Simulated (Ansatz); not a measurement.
# ZnS: the cost of one run

Method: DFT r2SCAN, scalar-relativistic, plane waves, PAW, in Ansatz 0.2.0.

1 further run of the same task is left out (it didn't finish).

## (1) Starting point

The structure is tetragonal, space group P4_2/mnm (No. 136). Conventional cell: a = 6.630 Å, b = 6.630 Å, c = 3.862 Å, α = 90.00°, β = 90.00°, γ = 90.00°. Zn (site symmetry m2m) is surrounded by 4 S at 2.33 to 2.39 Å. S (site symmetry m2m) is surrounded by 4 Zn at 2.33 to 2.39 Å.

Structure file:

```
Zn S
1.0
     6.63017    0.00000    0.00000
     0.00000    6.63017    0.00000
     0.00000    0.00000    3.86215
Zn S
4 4
Direct
  0.67519 0.67519 0.00000
  0.17519 0.82481 0.50000
  0.82481 0.17519 0.50000
  0.32481 0.32481 0.00000
  0.81429 0.81429 0.50000
  0.18571 0.18571 0.50000
  0.68571 0.31429 0.00000
  0.31429 0.68571 0.00000
```

The cell was relaxed beforehand at this level, from a generated guess; it needn't be the stable form of this composition. At a tolerance of 0.02 Å it has space group P4_2/mnm (No. 136); it has 21.22 Å³/atom, an uncorrected energy of -0.78 eV/atom over the elements and, on its mesh, gap 2.17 eV.

## (2) The same geometry with r2SCAN

Contents of input.yaml:

```yaml
crystal:
  lattice:
    - [6.6301741, 0.0, 0.0]
    - [0.0, 6.6301741, 0.0]
    - [0.0, 0.0, 3.862146]
  atoms:
    - { symbol: Zn, position: [0.675186, 0.675186, 0.0] }
    - { symbol: Zn, position: [0.175186, 0.824814, 0.5] }
    - { symbol: Zn, position: [0.824814, 0.175186, 0.5] }
    - { symbol: Zn, position: [0.324814, 0.324814, 0.0] }
    - { symbol: S, position: [0.814287, 0.814287, 0.5] }
    - { symbol: S, position: [0.185713, 0.185713, 0.5] }
    - { symbol: S, position: [0.685713, 0.314287, 0.0] }
    - { symbol: S, position: [0.314287, 0.685713, 0.0] }
basis:
  ecutwfc: 500
kpoints:
  mp_grid: { grid: [4, 4, 8] }
  band_path:
    path:
      - [[0.0, 0.0, 0.0], [0.0, 0.5, 0.0], [0.5, 0.5, 0.0], [0.0, 0.0, 0.0], [0.0, 0.0, 0.5], [0.0, 0.5, 0.5], [0.5, 0.5, 0.5], [0.0, 0.0, 0.5]]
      - [[0.0, 0.5, 0.0], [0.0, 0.5, 0.5]]
      - [[0.5, 0.5, 0.0], [0.5, 0.5, 0.5]]
    npoints: 14
hamiltonian:
  xc: r2scan
scf:
  occupations: { method: gaussian, width: 0.02 }
  n_extra_bands: 20
output:
  forces: true
  stress: true
  eigenvalues: true
  populations: true
  dos: { projected: true, de: 0.02, nscf_kmesh: { grid: [6, 6, 12] } }
  bader: true
  write_density: true
  write_potential: true
  elf: true
  volumetric_format: npy
```

On the command line:

```sh
$ ansatz run input.yaml --threads 4 --pin off --max-ram 8192MiB --backend cpu --events-out ev --progress --plain --runs-dir out
```

What time and memory should one allow on 4 threads of Intel Xeon Platinum 8259CL at 2.50GHz (Skylake/Cascade Lake), shared host?

About 62 s, with a peak of 1.4 GiB.
